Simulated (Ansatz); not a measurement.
# MoP: a minimum-energy path by PAW and LAPW

How high is the barrier in MoP on the path to the inverted structure? Run with PAW and LAPW; the cell is small, so the move is collective. Both runs start alike, so that frozen cores can be judged against all electrons.

Program: Ansatz 0.2.0. Level of theory: DFT PBE, scalar-relativistic. These are calculated values, not measurements.

## (1) The system as given

The cell holds 2 atoms (MoP): a = 3.223 Å, b = 3.223 Å, c = 3.191 Å, α = 90.00°, β = 90.00°, γ = 120.00°.

As a file:

```
Mo P
1.0
     3.22300    0.00000    0.00000
    -1.61150    2.79120    0.00000
     0.00000    0.00000    3.19100
Mo P
1 1
Direct
  0.00000 0.00000 0.00000
  0.33333 0.66667 0.50000
```

The cell comes from a crystallographic database entry that wasn't checked; take it as a given geometry, which may be far from equilibrium.

## (2) PAW with frozen cores

Contents of input.yaml:

```yaml
crystal:
  lattice:
    - [3.223, 0.0, 0.0]
    - [-1.6115, 2.7911998764, 0.0]
    - [0.0, 0.0, 3.191]
  atoms:
    - { symbol: Mo, position: [0.0, 0.0, 0.0] }
    - { symbol: P, position: [0.3333333333, 0.6666666667, 0.5] }
kpoints:
  mp_grid: { grid: [8, 8, 7] }
scf:
  occupations: { method: fermi_dirac, width: 0.05 }
hamiltonian:
  xc: pbe
  pseudopotentials: { kind: paw }
output:
  forces: true
neb:
  images: 5
  f_tol: 0.05
  max_iterations: 40
  relax_end_points: true
  final_atoms:
    - { symbol: Mo, position: [-0.1666666667, 0.1666666667, 0.0] }
    - { symbol: P, position: [0.5, 0.5, 0.5] }
```

Started as:

```sh
> ansatz run input.yaml --threads 4 --pin off --max-ram 4096MiB --backend cpu --events-out ev --progress --plain --runs-dir out
```

## (5) LAPW, all electrons

input.yaml: that of step 2 with these lines changed.

```diff
@@ -14,3 +14,3 @@
   xc: pbe
-  pseudopotentials: { kind: paw }
+  pseudopotentials: { kind: all_electron, lapw: { basis_error: 0.001 } }
 output:
```

(Steps that only read results are left out.)

**Question.** What will these runs give? Wanted: PAW: barrier forwards; PAW: barrier backwards; PAW: second end relative to first; PAW: highest image; LAPW: barrier forwards; LAPW: barrier backwards; LAPW: second end relative to first; LAPW: highest image.

As calculated:

```
                          quantity                  value
             PAW: barrier forwards               2.216 eV
            PAW: barrier backwards               2.216 eV
 PAW: second end relative to first               0.000 eV
                PAW: highest image  3 of 0 to 6, climbing
              PAW: band iterations                      2
            LAPW: barrier forwards               2.215 eV
           LAPW: barrier backwards               2.215 eV
LAPW: second end relative to first               0.000 eV
               LAPW: highest image  3 of 0 to 6, climbing
             LAPW: band iterations                      2
```

**Reading.** PAW: The top lies 2.22 eV above the first end, or 86 kT at room temperature. The two ends lie within 1 meV of each other. The program found one negative curvature at the climbing image, so it is a first-order saddle. LAPW: The top lies 2.21 eV above the first end, or 86 kT at room temperature. The highest points differ by 1 meV between the methods. Since every periodic image moves, this is not the barrier of a lone defect. LAPW took about 10 times as long as PAW (16 min against 96 s, on a shared host and with the outputs that each input asks for).
